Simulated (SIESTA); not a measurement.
Runs of SIESTA 5.4.2 on BaZrO3. It takes space group Pm-3m (No. 221, cubic). The conventional cell has a = 4.191 Å, b = 4.191 Å, c = 4.191 Å, α = 90.00°, β = 90.00°, γ = 90.00°. Ba (site symmetry m-3m) is surrounded by 12 O at 2.96 Å. Around Zr (site symmetry m-3m) lie 6 O at 2.10 Å. O (site symmetry 4/mmm) has 2 Zr at 2.10 Å as nearest neighbours. 

```tsv
task	level	potentials or basis	k mesh	mesh quality	gap on the mesh (eV)	pressure (GPa)
band structure	BLYP	PseudoDojo 0.4 standard (PBE files), DZP (energy shift 0.003 Ry; two zetas on semicore shells; d shell added on Ba)	6 × 6 × 6	not flagged	(c)	(a)
band structure	LDA	PseudoDojo 0.4 standard (LDA files), DZP (energy shift 0.003 Ry; two zetas on semicore shells; d shell added on Ba)	6 × 6 × 6	not flagged	2.92	-2.2
band structure	vdW-DF-cx	PseudoDojo 0.4 standard (PBE files), DZP (energy shift 0.003 Ry; two zetas on semicore shells; d shell added on Ba)	6 × 6 × 6	not flagged	(b)	2.9
band structure	PBEsol	PseudoDojo 0.4 standard (PBEsol files), DZP (energy shift 0.003 Ry; two zetas on semicore shells; d shell added on Ba)	6 × 6 × 6	not flagged	2.94	1.7
```

Alike in all rows: no spin polarisation; cell as given; smearing fermi-dirac 0.05 eV; grid cutoff 800 Ry; energy shift 0.003 Ry.

Task: Estimate the missing entries.

Result: (a) 12.6; (b) 2.99; (c) 3.09.

Caveats: this set's barium file shifts pressures by up to 1 GPa against other sets; spin-orbit coupling is left out, which moves the levels of the heavy elements; the basis of atomic orbitals isn't converged, which shifts pressures, moduli and gaps; the potentials were made for another functional, which shifts forces and pressure (some runs).

A k mesh can miss the band edges, and the runs leave out spin-orbit coupling on Ba, Zr.

Not every run made on this cell is shown here.
